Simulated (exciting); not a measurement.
# Al (Fm-3m) in exciting: reference runs

How does Al come out in PBE? The cell is run as given and disturbed.

All numbers are computed with exciting (release sodium); they aren't measurements. Logs are shortened: lines on timing, memory, paths and dates and some standing lists are left out, and cuts for length are marked.

## Step 1: Starting point

It takes space group Fm-3m (No. 225, cubic). Conventional cell: a = 4.050 Å, b = 4.050 Å, c = 4.050 Å, α = 90.00°, β = 90.00°, γ = 90.00°. Al (site symmetry m-3m) has 12 Al at 2.86 Å as nearest neighbours.

## Step 2: Single point, PBE

File input.xml:

```xml
<input>
  <title>Al</title>
  <structure speciespath="./" tshift="false">
    <crystal scale="1">
      <basevect>0.000000000000 3.826326905773 3.826326905773</basevect>
      <basevect>3.826326905773 0.000000000000 3.826326905773</basevect>
      <basevect>3.826326905773 3.826326905773 0.000000000000</basevect>
    </crystal>
    <species speciesfile="Al.xml" rmt="2">
      <atom coord="0.000000000000 0.000000000000 0.000000000000"/>
    </species>
  </structure>
  <groundstate do="fromscratch" ngridk="11 11 11" rgkmax="7.5" gmaxvr="14" lmaxapw="10" lmaxmat="10" lmaxvr="8" xctype="GGA_PBE" stype="Fermi Dirac" swidth="0.00183747" nempty="8" ValenceRelativity="iora*" epsengy="1e-05" epspot="1e-05" maxscl="60" tforce="true" outputlevel="normal"/>
</input>
```

Potentials or basis: all-electron LAPW+lo, shipped species files, valence relativity iora*.

Started as:

```
$ OMP_NUM_THREADS=1 exciting_smp
```

INFO.OUT:

```text
================================================================================
EXCITING SODIUM started
[... 10 lines left out ...]

 Lattice vectors (cartesian) :
      0.0000000000      3.8263269058      3.8263269058
      3.8263269058      0.0000000000      3.8263269058
      3.8263269058      3.8263269058      0.0000000000

 Reciprocal lattice vectors (cartesian) :
     -0.8210465888      0.8210465888      0.8210465888
      0.8210465888     -0.8210465888      0.8210465888
      0.8210465888      0.8210465888     -0.8210465888

 Unit cell volume                           :     112.0408024269
 Brillouin zone volume                      :       2.2139274985

 Species :    1 (Al)
     parameters loaded from                 :    Al.xml
     name                                   :    aluminium
     nuclear charge                         :     -13.00000000
     electronic charge                      :      13.00000000
     atomic mass                            :   49184.33493000
     muffin-tin radius                      :       2.00000000
     # of radial points in muffin-tin       :     300

     atomic positions (lattice) :
       1 :   0.00000000  0.00000000  0.00000000

 Total number of atoms per unit cell        :       1

 Spin treatment                             :    spin-unpolarised

 Number of Bravais lattice symmetries       :      48
 Number of crystal symmetries               :      48

 k-point grid                               :      11   11   11
 Total number of k-points                   :      56
 k-point set is reduced with crystal symmetries

 R^MT_min * |G+k|_max (rgkmax)              :       7.50000000
 Species with R^MT_min                      :       1 (Al)
 Maximum |G+k| for APW functions            :       3.75000000
 Maximum |G| for potential and density      :      14.00000000

 G-vector grid sizes                        :      25    25    25
 Total number of G-vectors                  :    5065

 Maximum angular momentum used for
     APW functions                          :      10
     computing H and O matrix elements      :      10
     potential and density                  :       8
     inner part of muffin-tin               :       2

 Total nuclear charge                       :     -13.00000000
 Total electronic charge                    :      13.00000000
 Total core charge                          :       4.00000000
 Total valence charge                       :       9.00000000

 Number of empty states                     :       8
 Total number of valence states             :      13

 Maximum Hamiltonian size                   :     120
 Maximum number of plane-waves              :     113
 Total number of local-orbitals             :       7

 Exchange-correlation type                  :      20
     Perdew-Burke-Ernzerhof, Phys. Rev. Lett. 77, 3865 (1996)
     Generalised gradient approximation (GGA)

 Smearing scheme                            :    Fermi-Dirac
 Smearing width                             :       0.00183747

 Using multisecant Broyden potential mixing
[... 16 lines left out ...]
+ SCF iteration number :    1                                                  +
++++++++++++++++++++++++++++++++++++++++++++++++++++++++++++++++++++++++++++++++
 Total energy                               :      -242.54959046
 _______________________________________________________________
 Fermi energy                               :         0.26936825
 Kinetic energy                             :       243.58879498
 Coulomb energy                             :      -467.50437194
 Exchange energy                            :       -18.11974077
 Correlation energy                         :        -0.51427274

 DOS at Fermi energy (states/Ha/cell)       :        14.55406652

 Electron charges :
     core                                   :         4.00000000
     core leakage                           :         0.00135822
     valence                                :         9.00000000
     interstitial                           :         2.14004079
     charge in muffin-tin spheres :
                  atom     1    Al          :        10.85995921
     total charge in muffin-tins            :        10.85995921
     total charge                           :        13.00000000

++++++++++++++++++++++++++++++++++++++++++++++++++++++++++++++++++++++++++++++++
+ SCF iteration number :    2                                                  +
++++++++++++++++++++++++++++++++++++++++++++++++++++++++++++++++++++++++++++++++
 Total energy                               :      -242.62606095
 _______________________________________________________________
 Fermi energy                               :         0.26862750
 Kinetic energy                             :       243.50792237
 Coulomb energy                             :      -467.49916848
 Exchange energy                            :       -18.12056622
 Correlation energy                         :        -0.51424862

 DOS at Fermi energy (states/Ha/cell)       :        14.67107678

 Electron charges :
     core                                   :         4.00000000
     core leakage                           :         0.00135046
     valence                                :         9.00000000
     interstitial                           :         2.13780671
     charge in muffin-tin spheres :
                  atom     1    Al          :        10.86219329
     total charge in muffin-tins            :        10.86219329
     total charge                           :        13.00000000
[... 225 lines left out ...]
 RMS change in effective potential (target) :  0.879508E-08  ( 0.100000E-04)
 Absolute change in total energy   (target) :  0.642611E-05  ( 0.100000E-04)
 Charge distance                   (target) :  0.547753E-07  ( 0.100000E-04)
 Abs. change in max-nonIBS-force   (target) :   0.00000      ( 0.500000E-04)

++++++++++++++++++++++++++++++++++++++++++++++++++++++++++++++++++++++++++++++++
+ SCF iteration number :   11                                                  +
++++++++++++++++++++++++++++++++++++++++++++++++++++++++++++++++++++++++++++++++
 Total energy                               :      -242.82187032
 _______________________________________________________________
 Fermi energy                               :         0.26644041
 Kinetic energy                             :       243.28382710
 Coulomb energy                             :      -467.46972107
 Exchange energy                            :       -18.12180128
 Correlation energy                         :        -0.51417507

 DOS at Fermi energy (states/Ha/cell)       :        14.91373868

 Electron charges :
     core                                   :         4.00000000
     core leakage                           :         0.00133031
     valence                                :         9.00000000
     interstitial                           :         2.13192711
     charge in muffin-tin spheres :
                  atom     1    Al          :        10.86807289
     total charge in muffin-tins            :        10.86807289
     total charge                           :        13.00000000

 RMS change in effective potential (target) :  0.250372E-08  ( 0.100000E-04)
 Absolute change in total energy   (target) :  0.206605E-06  ( 0.100000E-04)
 Charge distance                   (target) :  0.156988E-08  ( 0.100000E-04)
 Abs. change in max-nonIBS-force   (target) :   0.00000      ( 0.500000E-04)

++++++++++++++++++++++++++++++++++++++++++++++++++++++++++++++++++++++++++++++++
| Convergency criteria checked for the last 2 iterations                       +
| Convergence targets achieved. Performing final SCF iteration                 +
++++++++++++++++++++++++++++++++++++++++++++++++++++++++++++++++++++++++++++++++
 Total energy                               :      -242.82187035
 _______________________________________________________________
 Fermi energy                               :         0.26644041
 Kinetic energy                             :       243.28382710
 Coulomb energy                             :      -467.46972110
 Exchange energy                            :       -18.12180128
 Correlation energy                         :        -0.51417507

 DOS at Fermi energy (states/Ha/cell)       :        14.91373848

 Electron charges :
     core                                   :         4.00000000
     core leakage                           :         0.00133031
     valence                                :         9.00000000
     interstitial                           :         2.13192711
     charge in muffin-tin spheres :
                  atom     1    Al          :        10.86807289
     total charge in muffin-tins            :        10.86807289
     total charge                           :        13.00000000

++++++++++++++++++++++++++++++++++++++++++++++++++++++++++++++++++++++++++++++++
+ Self-consistent loop stopped                                                 +
++++++++++++++++++++++++++++++++++++++++++++++++++++++++++++++++++++++++++++++++
 STATE.OUT is written

--------------------------------------------------------------------------------
- Writing atomic positions and forces                                          -
--------------------------------------------------------------------------------

 Atomic positions (lattice) :
 atom     1  Al  :     0.00000000    0.00000000    0.00000000

 Total atomic forces including IBS (cartesian) :
 atom     1  Al  :     0.00000000    0.00000000    0.00000000

 Atomic force components including IBS (cartesian) :
 atom     1  Al  :     0.00000000    0.00000000    0.00000000   HF force
                 :     0.00000000    0.00000000    0.00000000   core correction
                 :     0.00000000    0.00000000    0.00000000   IBS correction

********************************************************************************
* Groundstate module stopped                                                   *
********************************************************************************

--------------------------------------------------------------------------------
- CAUTION! Warnings have been written in file WARNING.OUT !                    -
--------------------------------------------------------------------------------
================================================================================
| EXCITING SODIUM stopped                                                      =
================================================================================
```

Run time: 11 s. Hardware: 1 thread of Arm Neoverse V2, shared host; peak memory 0.09 GiB.

Results:

```yaml
Free_energy: -6607.5237 eV
Band_gap_on_the_k_mesh: none (metal or under the smearing width)
All_electrons_inside_the_program's_atomic_spheres: Al 10.87 (radii Al 2.0 bohr)
```

Levels at points of the mesh, in eV from the Fermi level:
| k point | band 4 | band 5 | band 6 | band 7 |
| --- | --- | --- | --- | --- |
| (0.00, 0.00, 0.00) | -11.10 | 12.57 | 12.57 | 12.57 |

Caveat: the log's total energy holds no entropy term; the free energy is that total less TS from the occupations.

## Step 3: Single point, PBE (cell strained at random at fixed volume)

File input.xml:

```xml
<input>
  <title>Al</title>
  <structure speciespath="./" tshift="false">
    <crystal scale="1">
      <basevect>0.090506543013 3.721139080498 3.830197064876</basevect>
      <basevect>3.861194242498 -0.015786772045 3.936490379934</basevect>
      <basevect>3.856141114841 3.822377378172 -0.010731754662</basevect>
    </crystal>
    <species speciesfile="Al.xml" rmt="2">
      <atom coord="0.005978000000 -0.013119000000 0.021168000000"/>
    </species>
  </structure>
  <groundstate do="fromscratch" ngridk="11 11 11" rgkmax="7.5" gmaxvr="14" lmaxapw="10" lmaxmat="10" lmaxvr="8" xctype="GGA_PBE" stype="Fermi Dirac" swidth="0.00183747" nempty="8" ValenceRelativity="iora*" epsengy="1e-05" epspot="1e-05" maxscl="60" tforce="true" outputlevel="normal"/>
  <properties>
    <chargedensityplot>
      <plot3d>
        <box grid="15 15 15">
          <origin coord="0 0 0"/>
          <point coord="1 0 0"/>
          <point coord="0 1 0"/>
          <point coord="0 0 1"/>
        </box>
      </plot3d>
    </chargedensityplot>
    <elfplot>
      <plot3d>
        <box grid="15 15 15">
          <origin coord="0 0 0"/>
          <point coord="1 0 0"/>
          <point coord="0 1 0"/>
          <point coord="0 0 1"/>
        </box>
      </plot3d>
    </elfplot>
    <exccplot>
      <plot3d>
        <box grid="15 15 15">
          <origin coord="0 0 0"/>
          <point coord="1 0 0"/>
          <point coord="0 1 0"/>
          <point coord="0 0 1"/>
        </box>
      </plot3d>
    </exccplot>
  </properties>
</input>
```

Potentials or basis: all-electron LAPW+lo, shipped species files, valence relativity iora*.

Started as:

```
$ OMP_NUM_THREADS=1 exciting_smp
```

INFO.OUT:

```text
================================================================================
EXCITING SODIUM started
[... 10 lines left out ...]

 Lattice vectors (cartesian) :
      0.0905065430      3.7211390805      3.8301970649
      3.8611942425     -0.0157867720      3.9364903799
      3.8561411148      3.8223773782     -0.0107317547

 Reciprocal lattice vectors (cartesian) :
     -0.8438036336      0.8535904703      0.8310867941
      0.8232679443     -0.8283352084      0.7852962469
      0.8248550859      0.8093862548     -0.8058315418
[... 400 lines left out ...]
     total charge in muffin-tins            :        10.86919795
     total charge                           :        13.00000000

++++++++++++++++++++++++++++++++++++++++++++++++++++++++++++++++++++++++++++++++
+ Self-consistent loop stopped                                                 +
++++++++++++++++++++++++++++++++++++++++++++++++++++++++++++++++++++++++++++++++
 STATE.OUT is written

--------------------------------------------------------------------------------
- Writing atomic positions and forces                                          -
--------------------------------------------------------------------------------

 Atomic positions (lattice) :
 atom     1  Al  :     0.00597800    0.98688100    0.02116800

 Total atomic forces including IBS (cartesian) :
 atom     1  Al  :     0.00000000    0.00000000    0.00000000

 Atomic force components including IBS (cartesian) :
 atom     1  Al  :     0.00000000    0.00000000    0.00000000   HF force
                 :     0.00000000    0.00000000    0.00000000   core correction
                 :     0.00000000    0.00000000    0.00000000   IBS correction

********************************************************************************
* Groundstate module stopped                                                   *
********************************************************************************

================================================================================
| EXCITING SODIUM stopped                                                      =
================================================================================
```

Wall time 3.6 min (1 thread of Arm Neoverse V2, shared host); peak memory 0.11 GiB.

What came out:

- Free energy: -6607.5184 eV
- Band gap on the k mesh: none (metal or under the smearing width)
- All electrons inside the program's atomic spheres: Al 10.87 (radii Al 2.0 bohr)

Levels at points of the mesh, in eV from the Fermi level:
| k point | band 4 | band 5 | band 6 | band 7 | band 8 |
| --- | --- | --- | --- | --- | --- |
| (0.00, 0.00, 0.00) | -11.13 | 12.00 | 12.27 | 13.36 | 13.48 |

Caveat: the log's total energy holds no entropy term; the free energy is that total less TS from the occupations.
